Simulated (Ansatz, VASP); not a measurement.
PtSe2 (Sudovikovite): VASP beside Ansatz

INCAR

```
PREC = Accurate ; ENCUT = 600
EDIFF = 1E-6 ; ISMEAR = 0
SIGMA = 0.05 ; LREAL = False
LASPH = True ; NELM = 100
ALGO = Fast ; ISIF = 4
LWAVE = False ; LCHARG = False
GGA = PE ; IVDW = 12
IBRION = 2 ; NSW = 60
EDIFFG = -0.01
```

Contents of KPOINTS:

```
Automatic mesh
0
Gamma
  10 10 8
```

The input POSCAR:

```
PtSe2
1.0
    3.7240000000      0.0000000000      0.0000000000
   -1.8620000000      3.2250786037      0.0000000000
    0.0000000000      0.0000000000      5.0620000000
Pt Se
1 2
Direct
    0.0000000000      0.0000000000      0.0000000000
    0.3333333333      0.6666666667      0.2500000000
    0.6666666667      0.3333333333      0.7500000000
```

Input for Ansatz:

```yaml
crystal:
  lattice:
    - [3.724, 0.0, 0.0]
    - [-1.862, 3.2250786037, 0.0]
    - [0.0, 0.0, 5.062]
  atoms:
    - { symbol: Pt, position: [0.0, 0.0, 0.0] }
    - { symbol: Se, position: [0.3333333333, 0.6666666667, 0.25] }
    - { symbol: Se, position: [0.6666666667, 0.3333333333, 0.75] }
basis:
  ecutwfc: 420
  ecutrho_ratio: 4
kpoints:
  mp_grid: { grid: [10, 10, 8] }
hamiltonian:
  xc: pbe
  dispersion: d3bj
scf:
  occupations: { method: gaussian, width: 0.05 }
output:
  forces: true
  stress: true
  eigenvalues: true
relax:
  f_tol: 0.01
  max_steps: 40
  cell: { stress_tol: 0.1, fix: [volume] }
```

Alike in both runs: task relaxation of shape and atoms at fixed volume; functional PBE; dispersion D3(BJ); k mesh 10 × 10 × 8; occupations gaussian, width 0.05 eV; no spin polarisation.

```csv
,VASP,Ansatz
version,VASP 6.6.1,Ansatz 0.2.0
potentials or method,"VASP PAW PBE potentials, release 64 (Pt, Se)","scalar-relativistic, plane waves, PAW"
plane-wave cutoff (eV),600,420
valence electrons in the cell,22,50
```

|  | VASP | Ansatz | Ansatz less VASP |
| --- | --- | --- | --- |
| gap on the k mesh at the Fermi level, each at its own relaxed structure (eV) | none | none | - |
| relaxed volume (Å³/atom) | 20.27 | 20.27 | 0.000 |
| relaxed cell length with the largest relative difference (Å) | 4.915 | 4.917 | +0.0022 |
| energy change over the relaxation (meV/atom) | -15 | -15 | +0.2 |

A gap of «none» marks a metal or a gap that the smearing closes. The two sets of potentials don't hold the same shells in valence.

Caveats: pairwise dispersion overbinds metals, which lowers pressure and volume. Spin-orbit coupling is left out, which matters for the levels of Pt.
